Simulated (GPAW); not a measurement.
Crystal: Zn.

```
Zn
1.0
     2.71765    0.00000    0.00000
    -0.90588    2.56223    0.00000
    -0.90588   -1.28111    2.21895
Zn
1
Direct
  0.00000 0.00000 0.00000
```

This isn't the form of Zn at room conditions, which is hcp.

The cell isn't the ideal one: the cell as VASP's run set it.

Base run:

- Program: GPAW 26.7.0
- Functional: RPBE
- Potentials or basis: the program's PAW data sets (release 1.2.1) made for this functional
- Cutoff: 600 eV
- Basis: pw
- k mesh: 12 × 12 × 12
- Occupations: gaussian, width 0.1 eV
- Spin: no spin polarisation

Its results: band gap on the k mesh none (metal or under the smearing width); pressure 2.4 GPa.

Question: The run is repeated on the same cell with these changes: functional from RPBE to LDA; occupations from gaussian, width 0.1 eV to gaussian, width 0.02 eV. What comes out?

Answer: Band gap on the k mesh none (metal or under the smearing width); pressure -8.7 GPa.
